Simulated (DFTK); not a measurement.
## FeO (Wuestite) in DFTK: convergence with smearing width

FeO (Wuestite):

```
CELL_PARAMETERS angstrom
3.04820 0.00000 0.00000
1.52410 2.63982 0.00000
1.52410 0.87994 2.48884
ATOMIC_POSITIONS crystal
Fe 0.00000 0.00000 0.00000
O 0.50000 0.50000 0.50000
```

```yaml
Program: DFTK 0.8.2
Task: convergence study
Functional: PBE
Potentials_or_basis: dojo.nc.sr.pbe.v0_5.standard.upf (PBE)
Cutoff: 1225 eV
k_mesh: 5 × 5 × 5
Occupations: fermi-dirac, width 0.5 eV
Spin: collinear spin, ferromagnetic start
Starting_moments: "[3.0, 0.0] μB"
```

These are the settings of the first run; the series varies smearing width, with any setting tied to it.

Hardware: 1 thread of Intel(R) Xeon(R) 6975P-C (Granite Rapids) (shared host).

| smearing width | energy less the tightest run, at zero smearing (meV/atom) | pressure (GPa) | absolute moment (μB) | SCF cycles |
| --- | --- | --- | --- | --- |
| 0.5 eV | 10.66 | 0.50 | 3.62 | 13 |
| 0.3 eV | 4.64 | 0.50 | 3.93 | 13 |
| 0.2 eV | 2.91 | 0.02 | 4.00 | 13 |
| 0.1 eV | -0.11 | -0.71 | 4.03 | 14 |
| 0.05 eV | -0.23 | -0.83 | 4.03 | 14 |
| 0.025 eV | 0.08 | -0.82 | 4.03 | 14 |
| 0.01 eV | 0.00 | -0.82 | 4.03 | 16 |

Against the tightest run, the energy stays within 1 meV/atom from 0.1 eV on; the pressure stays within 0.1 GPa from 0.05 eV on; the absolute moment stays within 0.02 μB from 0.1 eV on. Narrower smearing needs a denser k mesh, so at a fixed mesh the narrowest width isn't the most accurate. The tightest run that finished is the yardstick and may itself not be fully converged.

Caveat, for the tightest run too: the k mesh is coarse (spacing up to 0.50 Å⁻¹), so the values aren't converged; a cell with one magnetic atom can't hold antiferromagnetic order, which such compounds often take.
